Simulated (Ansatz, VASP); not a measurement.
## CuO2: VASP beside Ansatz

```
Cu O
1.0
     0.00000    2.42407    2.42407
     2.42407    0.00000    2.42407
     2.42407    2.42407    0.00000
Cu O
1 2
Direct
  0.00000 0.00000 0.00000
  0.25000 0.25000 0.25000
  0.75000 0.75000 0.75000
```

Alike in both runs: task single point; functional PBE; k mesh 14 × 14 × 14; occupations gaussian, width 0.1 eV; no spin polarisation.

|  | VASP | Ansatz |
| --- | --- | --- |
| version | VASP 6.6.1 | Ansatz 0.2.0 |
| potentials or method | VASP PAW PBE potentials, release 64 (Cu, O) | scalar-relativistic, plane waves, PAW |
| plane-wave cutoff (eV) | 520 | 420 |
| valence electrons in the cell | 23 | 31 |

```tsv
	VASP	Ansatz	Ansatz less VASP
gap on the k mesh at the Fermi level (eV)	none	none	-
pressure (GPa)	-1.1	-1.6	-0.52
```

A gap of «none» marks a metal or a gap that the smearing closes. With one functional, cell and mesh, what is left measures potentials, basis and numerics. The two sets of potentials don't hold the same shells in valence.

Caveats: an odd number of electrons without spin polarisation forces a metal; a magnetic or distorted state may lie lower; the run has no spin polarisation, though such a crystal can be magnetic; semilocal functionals often make such compounds metallic where correlation or magnetic order opens a gap, which also shifts bond lengths.
